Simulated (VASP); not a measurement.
A run of VASP 6.6.1 is set up as follows.

The input POSCAR:

```
Pd
1.0
    2.7629892873      0.0000000000      0.0000000000
   -1.3814946436      2.3928189132      0.0000000000
    0.0000000000      0.0000000000     26.2798565309
Pd
6
Direct
    0.6666666667      0.3333333333      0.2854551521
    0.3333333333      0.6666666667      0.3717450251
    0.0000000000      0.0000000000      0.4571940824
    0.6666666667      0.3333333333      0.5428059159
    0.3333333333      0.6666666667      0.6282549800
    0.0000000000      0.0000000000      0.7145448445
```

INCAR.step1

```
SYSTEM = Pd
  PREC = Accurate
  ENCUT = 520
  ISMEAR = 0
  SIGMA = 0.1
  LREAL = .False.
  LASPH = .True.
  NELM = 100
  LDIPOL = .True.
  IDIPOL = 3
  DIPOL = 0.5 0.5 0.500
  NBANDS = 39
  GGA = PE
  ALGO = Normal
  EDIFF = 1E-4
  LWAVE = .True.
  LCHARG = .False.
```

File INCAR.step2:

```
SYSTEM = Pd
  PREC = Accurate
  ENCUT = 520
  EDIFF = 1E-6
  ISMEAR = 0
  SIGMA = 0.1
  LREAL = .False.
  LASPH = .True.
  NELM = 100
  ALGO = Normal
  ISIF = 2
  LWAVE = .False.
  LCHARG = .False.
  LDIPOL = .True.
  IDIPOL = 3
  DIPOL = 0.5 0.5 0.500
  METAGGA = R2SCAN
  LMIXTAU = .True.
  NBANDS = 39
  ISTART = 1
```

File KPOINTS:

```
Automatic mesh
0
Gamma
  15 15 1
  0 0 0
```

Potentials or basis: VASP PAW PBE potentials, release 64 (Pd).

Command:

```console
$ cat potpaw_PBE.64/Pd/POTCAR > POTCAR
$ cp INCAR.step1 INCAR
$ mpirun -np 1 vasp_std > vasp.out
$ cp INCAR.step2 INCAR
$ mpirun -np 1 vasp_std > vasp.out
```

(1) What does it give for the largest force?

(2) What does it give for the band gap on the k mesh?

Results:

(1) 0.025 eV/Å.

(2) none (metal or under the smearing width).

Caveat: the PAW data sets were made with another functional, which shifts forces and pressure a little.
